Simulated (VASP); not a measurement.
# InPd: band structure with SCAN

InPd:

```
In Pd
1.0
     3.27188    0.00000    0.00000
     0.00000    3.27188    0.00000
     0.00000    0.00000    3.27188
In Pd
1 1
Direct
  0.00000 0.00000 0.00000
  0.50000 0.50000 0.50000
```

The cell comes from a database or a generator and needn't be the stable form of this composition.

```
Program                : VASP 6.6.1
Task                   : band structure
Functional             : SCAN
Potentials or basis    : VASP PAW PBE potentials, release 64 (In_d, Pd)
Cutoff                 : 520 eV
k mesh                 : 6 × 6 × 6
Occupations            : fermi-dirac, width 0.05 eV
Spin                   : spin-orbit coupling, no magnetisation
Further INCAR settings : ALGO = Normal; EDIFF = 1e-07; NBANDS = 35
```

```yaml
Pressure: -1.7 GPa
Valence_electrons_inside_the_program's_atomic_spheres: In 11.51; Pd 9.48
```

Run time: 5.3 min on 1 thread of Intel(R) Xeon(R) Platinum 8559C (Emerald Rapids) (shared host), peak memory 0.25 GiB.

Caveat: the PAW data sets were made with another functional, which shifts forces and pressure a little.
